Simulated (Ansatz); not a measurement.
# CdS (Hawleyite) (F-43m) in Ansatz: settings compared, part 2 of 2

Ansatz 0.2.0.

**4. Phonons, LDA**

File input.yaml:

```yaml
crystal:
  lattice:
    - [0.0, 2.9165, 2.9165]
    - [2.9165, 0.0, 2.9165]
    - [2.9165, 2.9165, 0.0]
  atoms:
    - { symbol: Cd, position: [0.0, 0.0, 0.0] }
    - { symbol: S, position: [0.75, 0.75, 0.75] }
hamiltonian:
  xc: lda
  pseudopotentials: { kind: paw }
kpoints:
  mp_grid: { grid: [6, 6, 6] }
scf:
  occupations: { method: fixed }
phonons:
  method: dfpt
  dielectric: true
  rigid_motions: translations
  qmesh: [2, 2, 2]
  temperatures: { t_max: 1000, t_step: 100 }
  qpath:
    path:
      - [[0.0, 0.0, 0.0], [0.5, 0.0, 0.5], [0.5, 0.25, 0.75], [0.375, 0.375, 0.75], [0.0, 0.0, 0.0], [0.5, 0.5, 0.5], [0.625, 0.25, 0.625], [0.5, 0.25, 0.75], [0.5, 0.5, 0.5], [0.375, 0.375, 0.75]]
      - [[0.625, 0.25, 0.625], [0.5, 0.0, 0.5]]
    npoints: 8
```

Potentials or basis: Ansatz PAW.

Command:

```console
$ ansatz run input.yaml --threads 2 --pin off --max-ram 5632MiB --backend cpu --events-out ev --progress --plain --runs-dir out
```

The program printed:

```text
Warning: phonons: the dynamical matrix that this run interpolates holds no multipole term above the dipole-dipole one, and a site of this crystal is no centre of inversion, so its interpolated transverse optical and acoustic branches and sound speeds can stay off near Gamma, and the density of states and the thermodynamics with them. What a run solves at a wave vector of phonons.qpoints, Gamma apart, where the deck admits one, is free of this, and under fd what a larger phonons.supercell samples
Warning: RAYON_NUM_THREADS=2 ignored (pool sized by the plan → 2); use --threads N
Engine: ansatz 0.2.0, x86_64-unknown-linux-gnu
Pseudopotentials: kind: paw
Pseudopotential: Cd, paw, valence charge 20, recommended cutoff 420 eV (normal), Cd.paw.azcp
Pseudopotential: S, paw, valence charge 6, recommended cutoff 420 eV (normal), S.paw.azcp
Functional definition: SPW92
  exchange = slater_x
  correlation = pw_c
Crystal: 2 atoms, lattice volume = 49.615 Å³
Basis set: ecut = 420 eV, 941 PW (Γ), exchange–correlation on 60×60×60 points (8 copies of the dense FFT grid, shifted against one another)
Bands: 17, of which v1, the nominal top of the filled ones, is band 13 counted from 1 (12 counted from 0)
Symmetry: 24 space group operations
k-points: 46 of 216 (irreducible under 4 space group operations, time reversal used)
Non-local potential: Cd, projectors of the file, l = 0: 3, l = 1: 2, l = 2: 2, l = 3: 1
Non-local potential: S, projectors of the file, l = 0: 2, l = 1: 2, l = 2: 2
PAW form: soft (Blöchl's): semilocal exchange-correlation on the pseudo side does not see the compensation charge
PAW frozen core: Cd, regenerated for the run's functional, and the local potential with it (the file was generated under x = pbe(κ = 0.804, μ = 0.2195149727645171), c = pbe(β = 0.06672455060314922))
PAW frozen core: S, regenerated for the run's functional, and the local potential with it (the file was generated under x = pbe(κ = 0.804, μ = 0.2195149727645171), c = pbe(β = 0.06672455060314922))
PAW one-centre angular grid: Cd, 590 points (default); XC on 64 Gauss nodes
PAW one-centre angular grid: S, 110 points (default); XC on 64 Gauss nodes
Initial density: superposition of atomic densities (neutral atoms: chi_scale 0, normalization atom), corrected by the library's trained network
Initial wavefunctions: pseudopotential atomic-orbital guess
Functional: x = slater, c = lda
SCF iter   1: F=—  HF=-8988.637549 eV  |F-HF|=—  |Δ(HF+E_count)|=         —  Δρ=8.32e-3  dr2=3.38e-2  ethr=1.77e-3  ⟨swp⟩=4.8  Hψ=3349  notcnv=0  defer=90
preconditioner: auto → none  [insulator: Δε(μ)=0.763 eV  Ē_g=12.135 eV  n_scr=14 (ndim 8)  ℏωp=22.4 eV  f_vac=0.128  ε∞_Penn≈4.4]
SCF iter   2: F=—  HF=-8988.627145 eV  |F-HF|=—  |Δ(HF+E_count)|=   1.04e-2  Δρ=2.55e-3  dr2=1.39e-3  ethr=1.30e-4  ⟨swp⟩=2.0  Hψ=1613  notcnv=0  defer=88
SCF iter   3: F=—  HF=-8988.626697 eV  |F-HF|=—  |Δ(HF+E_count)|=   4.48e-4  Δρ=1.12e-3  dr2=2.88e-4  ethr=5.35e-6  ⟨swp⟩=2.0  Hψ=1292  notcnv=0  defer=88
SCF iter   4: F=—  HF=-8988.626611 eV  |F-HF|=—  |Δ(HF+E_count)|=   8.57e-5  Δρ=7.30e-5  dr2=1.17e-6  ethr=1.11e-6  ⟨swp⟩=1.0  Hψ=782  notcnv=0  defer=5
SCF iter   5: F=—  HF=-8988.626592 eV  |F-HF|=—  |Δ(HF+E_count)|=   1.89e-5  Δρ=3.12e-5  dr2=5.60e-7  ethr=4.51e-9  ⟨swp⟩=2.0  Hψ=1380  notcnv=0
SCF iter   6: F=—  HF=-8988.626592 eV  |F-HF|=—  |Δ(HF+E_count)|=   1.84e-7  Δρ=4.09e-6  dr2=7.08e-9  ethr=2.15e-9  ⟨swp⟩=2.1  Hψ=1147  notcnv=0
SCF iter   7: F=—  HF=-8988.626592 eV  |F-HF|=—  |Δ(HF+E_count)|=   2.67e-9  Δρ=1.33e-6  dr2=3.01e-10  ethr=2.72e-11  ⟨swp⟩=2.0  Hψ=1196  notcnv=0
SCF iter   8: F=-8988.626592 eV  HF=-8988.626592 eV  |F-HF|=1.46e-11  |Δ(HF+E_count)|=  1.26e-10  Δρ=2.14e-7  dr2=1.17e-11  ethr=1.00e-12  ⟨swp⟩=7.0  Hψ=4057  notcnv=0
SCF 1 converged in 8 iterations: F = -8988.626592 eV  dr2 = 1.17e-11
NSCF: frozen V_eff on 2 k-points
DFPT response loops at Γ: preconditioner auto → none (the input reference at scf.mixing.eps_inf says where Resta's filter doesn't serve); β = 0.50; Broyden in place of MSR1
── the response to a field inside a basis, on 8×8×8 k-points: an SCF that follows is theirs, and a resumed run solves both again ──
Bands: 14, of which v1, the nominal top of the filled ones, is band 13 counted from 1 (12 counted from 0)
k-points: 60
Initial density: handed on by an earlier stage of this run
Initial wavefunctions: pseudopotential atomic-orbital guess (no wavefunctions were taken with the density)
Eigensolver: Dense (60 Hₖ)
SCF iter   1: F=—  HF=-8988.627678 eV  |F-HF|=—  |Δ(HF+E_count)|=         —  Δρ=2.17e-4  dr2=1.94e-5  ethr=1.00e-1
[... 27 lines left out ...]
  E_paw        = -4516.334244  (= ΣΔE_a)
  E_vpaw       = -547.025651  (= ΣTr[D̂ρ^β])
  E_aug_tail   = 0.000013  (compensation charges beyond the density's cutoff)
  E_ewald      = -2704.981299
  E_core_change = 0.919766  (= ΣΔE_core)
  E_smearing   = -0.000000  (= −TS)
  E_closure    = 0.000000  (closes the sum)
  Σ components = -8988.626592   (vs F -8988.626592, Δ=0.00e0)
--- Band table (eV; the first three rows and the last of 46) ---
  k-point 0: bands = ["-94.4944", "-55.6439", "-55.6439", "-55.6439", "-5.7378", "-1.1304", "-1.1304", "-1.1304", "-0.6457", "-0.6457", "6.6309", "6.6309", "6.6309", "7.4930", "12.9662", "12.9662", "12.9662"]
  k-point 1: bands = ["-94.4944", "-55.6440", "-55.6439", "-55.6439", "-5.6267", "-1.0923", "-1.0923", "-1.0341", "-0.6468", "-0.6468", "5.0449", "6.4206", "6.4206", "8.7131", "12.6022", "13.2856", "13.2856"]
  k-point 2: bands = ["-94.4944", "-55.6444", "-55.6440", "-55.6440", "-5.4027", "-1.0304", "-1.0304", "-0.6644", "-0.6294", "-0.6294", "3.1313", "6.0395", "6.0395", "9.3597", "13.1105", "13.5223", "13.5223"]
  k-point 45: bands = ["-94.4944", "-55.6444", "-55.6442", "-55.6441", "-5.1892", "-0.9382", "-0.8931", "-0.6897", "-0.6281", "-0.0827", "2.5484", "4.2647", "5.0422", "11.3537", "12.0209", "13.4565", "15.2012"]
--- Phonons (Γ-DFPT): 2 representative perturbations + reference, on 46 of 216 k-points (Σ response iterations 6) ---
  k mesh reduced under 4 symmetry operations, with k and −k counted as one. Each operation leaves every solved perturbation unchanged. A smaller set is not considered because the run solves the response to a homogeneous field
  ASR residual: 6.602e-5 → 0.000e0 eV/Å²; symmetrization residual: 7.251e-6 eV/Å²
  ASR residual per site (eV/Å²): 5.53e-5 6.60e-5
  Γ frequencies (cm⁻¹): 0.00 0.00 0.00 226.85 226.85 226.85
  ε∞ (high-frequency dielectric tensor):
        6.726797     0.000000     0.000000
        0.000000     6.726797     0.000000
        0.000000     0.000000     6.726797
  ε⁰ (static dielectric tensor: ions relaxed, cell fixed):
       10.403601     0.000000    -0.000000
        0.000000    10.403601     0.000000
       -0.000000     0.000000    10.403601
  ε⁰ − ε∞ (ionic part):
        3.676804     0.000000    -0.000000
        0.000000     3.676804     0.000000
       -0.000000     0.000000     3.676804
  softest optical mode at Γ: 226.85 cm⁻¹; the repairs (sum rule, projections) moved no ω² at Γ by more than (0.96 cm⁻¹)²
  Born effective charges Z* (e; rows j = field, columns β = displacement):
    site 0:
         2.18154    0.00000   -0.00000
         0.00000    2.18154    0.00000
        -0.00000    0.00000    2.18154
    site 1:
        -2.18154   -0.00000    0.00000
        -0.00000   -2.18154   -0.00000
         0.00000   -0.00000   -2.18154
  Z* charge neutrality: 4.079e-4 e pre-enforcement
  solved inside a basis spanned on kpoints, on 8×8×8 k-points transformed towards the longest dipole: ε∞ is read to err by 1.7e-2, Z* by 2.1e-2 e (field_mesh: kpoints solves on kpoints); Z* is corrected for what the basis lacks
  optical modes at Γ without the LO–TO term, one row a degenerate level:
      ω (cm⁻¹)  modes    IR ((D/Å)²/amu)
        226.85      3            13.2043
  optical modes at Γ + LO–TO along q̂ = [1.0000, 0.0000, 0.0000]:
      ω (cm⁻¹)  modes    IR ((D/Å)²/amu)
        226.85      2             8.8029
        282.11      1             4.4014
  optical modes at Γ + LO–TO along q̂ = [0.0000, 1.0000, 0.0000]:
      ω (cm⁻¹)  modes    IR ((D/Å)²/amu)
        226.85      2             8.8029
        282.11      1             4.4014
  optical modes at Γ + LO–TO along q̂ = [0.0000, 0.0000, 1.0000]:
      ω (cm⁻¹)  modes    IR ((D/Å)²/amu)
        226.85      2             8.8029
        282.11      1             4.4014
--- Phonons (arbitrary-q DFPT): 3 irreducible q on the 2×2×2 mesh ---
  q = [0.0000, 0.0000, 0.0000] (star 1, of the zone-centre solve; hermiticity 3.07e-6, symmetrization 3.86e-13): 0.00 0.00 0.00 226.85 226.85 226.85
  q = [0.0000, 0.0000, -0.5000] (star 4, 2 solved perturbations on 68 of 216 k-point pairs; hermiticity 5.88e-7, symmetrization 8.00e-13): 45.74 45.74 133.76 245.06 245.06 289.78
  q = [0.0000, -0.5000, -0.5000] (star 3, 4 solved perturbations in 152 linear systems a pass and spin channel, the states on 46 of 216 k-point pairs; hermiticity 1.73e-7, symmetrization 9.34e-13): 58.32 58.32 144.28 266.41 266.41 279.88
  sum rule: each row above includes the acoustic sum rule's correction from the zone centre's row sums; it moved no ω² by more than (0.75 cm⁻¹)²
  mesh force constants: q→R imaginary residual 4.40e-17; ASR residual 6.602e-5 → 0.000e0 eV/Å²; symmetrization residual 7.105e-15 eV/Å²
  interpolated dispersion: 83 rows × 6 modes
  density of states and harmonic sums: on the 18×18×18 q-mesh, interpolated from the force constants of a 2×2×2 supercell (with the dipole–dipole term)
  largest difference from the sums on the solved wave vectors: F 6.79e-2 eV, S 1.00e-4 and C_V 3.22e-5 eV/K
  zero-point energy: 0.063396 eV/cell   skipped modes (ω ≤ 0): 3   left out of the sums: 8.57e-5 of the cell's modes: C_V's classical limit lies that fraction below 3 k_B per atom; for a crystal, a wire or a layer, F and S can be off by more, and a phonons.interpolated_qmesh denser along its periods is the remedy for the sampling
```

It took 54 s on 2 threads of Intel Xeon at 2.50GHz (Skylake/Cascade Lake), shared host; peak memory 0.54 GiB.

What came out:

```yaml
Free_energy: -8988.6266 eV
Band_gap_on_the_k_mesh: 0.86 eV, direct
Electronic_dielectric_tensor_diagonal: 6.73
Born_charges_mean_of_the_diagonal: Cd +2.18; S -2.18 e
Highest_phonon_frequency_LO-TO_splitting_left_out: 290 cm⁻¹
Static_dielectric_tensor_diagonal: 10.40
```

Levels at points of the mesh, in eV from the valence-band top:
```
             k point  band 11  band 12  band 13  band 14  band 15  band 16
  (0.00, 0.00, 0.00)     0.00     0.00     0.00     0.86     6.34     6.34
 (0.00, 0.00, -0.50)    -4.52    -0.77    -0.77     2.76     6.82     6.82
(0.00, -0.50, -0.50)    -4.06    -1.92    -1.92     3.31     4.15     8.91
 (-0.50, 0.00, 0.00)    -4.52    -0.77    -0.77     2.76     6.82     6.82
(-0.50, 0.00, -0.50)    -4.06    -1.92    -1.92     3.31     4.15     8.91
```

Phonon frequencies in cm⁻¹ (negative: imaginary):
```tsv
q point	frequencies
(0.000, 0.000, 0.000)	0 0 0 227 227 227
(0.000, 0.000, -0.500)	46 46 134 245 245 290
(0.000, -0.500, -0.500)	58 58 144 266 266 280
```

Electronic dielectric tensor:
```
6.73 0.00 0.00
0.00 6.73 0.00
0.00 0.00 6.73
```

Born effective charge tensors (e):
atom 1, Cd
```
2.18 0.00 0.00
0.00 2.18 0.00
0.00 0.00 2.18
```
atom 2, S
```
-2.18  0.00  0.00
 0.00 -2.18  0.00
 0.00  0.00 -2.18
```

Static dielectric tensor, electrons and zone-centre modes:
```
10.40  0.00  0.00
 0.00 10.40  0.00
 0.00  0.00 10.40
```

Caveat: the q mesh is small, so phonon branches between its points and thermal values are rough; the PAW data sets come from PBE, with cores solved anew for the run's functional, which leaves a small shift of forces and pressure.

**5. Summary**

| task | level | q mesh | points for each segment of the path | atoms under strain | gap on the mesh (eV) |
| --- | --- | --- | --- | --- | --- |
| phonons | PBEsol | 2 × 2 × 2 | 8 | - | 1.00 |
| elastic constants | PBEsol | - | - | relaxed | 1.00 |
| phonons | LDA | 2 × 2 × 2 | 8 | - | 0.86 |

Alike in all rows: potentials or basis Ansatz PAW; no spin polarisation; cell as given; k mesh 6 × 6 × 6; cutoff (eV) 420; smearing fixed.

On the cell as given the gap runs from 0.86 eV (LDA) to 1.00 eV (PBEsol).

Caveats: the PAW data sets come from PBE, with cores solved anew for the run's functional, which leaves a small shift of forces and pressure.

Absolute energies hang on the potentials; compare differences alone.
